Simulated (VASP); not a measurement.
Here is a VASP 6.6.1 calculation.

The input INCAR:

```
ALGO = Fast
EDIFF = 1E-7
EDIFFG = -0.01
ENCUT = 600
IBRION = 2
ISIF = 2
ISMEAR = 0
LASPH = True
LCHARG = False
LREAL = False
LWAVE = False
NELM = 80
NSW = 40
PREC = Accurate
SIGMA = 0.03
```

KPOINTS

```
k-points
0
Gamma
  8 8 8
```

File POSCAR:

```
KCl                                     
1.0
    0.0000000000      3.0637056627      3.0637056627
    3.0637056627      0.0000000000      3.0637056627
    3.0637056627      3.0637056627      0.0000000000
  K               Cl            
     1     1
Direct
     0.0000000000000000    0.0000000000000000    0.0000000000000000
     0.5000000000000000    0.5000000000000000    0.5000000000000000
```

Potentials or basis: VASP PAW LDA potentials, release 64 (K_sv, Cl).

Launch:

```bash
$ cat potpaw_LDA.64/K_sv/POTCAR potpaw_LDA.64/Cl/POTCAR > POTCAR
$ mpirun -np 1 vasp_std > vasp.out
```

(1) Estimate the band gap on the k mesh.

## Answers

(1) 5.02 eV, direct.

Caveat: the relaxation stopped at its first step, so nothing moved.
